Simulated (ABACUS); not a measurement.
Crystal: Tl.

```
Tl
1.0
    -1.95600    1.95600    1.95600
     1.95600   -1.95600    1.95600
     1.95600    1.95600   -1.95600
Tl
1
Direct
  0.00000 0.00000 0.00000
```

This isn't the form of Tl at room conditions, which is hcp.

| Property | Result |
| --- | --- |
| Program | ABACUS 3.10.1 |
| Task | single point |
| Functional | PBE |
| Potentials or basis | PseudoDojo NC SR 0.4.1 PBE standard |
| Cutoff | 830 eV |
| Density cutoff | 3320 eV |
| Basis | plane waves |
| k mesh | 10 × 10 × 10 |
| Occupations | fermi-dirac, width 0.05 eV |
| Spin | no spin polarisation |

On this cell: pressure 1.3 GPa; band gap on the k mesh none (metal or under the smearing width).

The same run follows on a disturbed copy (cell strained at random at fixed volume):

```xyz
1
Lattice="-1.9059 1.9307 1.9520 1.9156 -1.9201 1.9510 1.9872 2.0013 -1.9414" Properties=species:S:1:pos:R:3 pbc="T T T"
Tl    0.0437   -0.0267   -0.0263
```

Question: What changes?

Answer: The energy (extrapolated to zero smearing) moves by +4.1 meV/atom; pressure 1.3 GPa; band gap on the k mesh none (metal or under the smearing width).

Stress tensor (GPa, compression positive):
```
 1.30 -1.04 -0.10
-1.04  1.16 -0.13
-0.10 -0.13  1.50
```
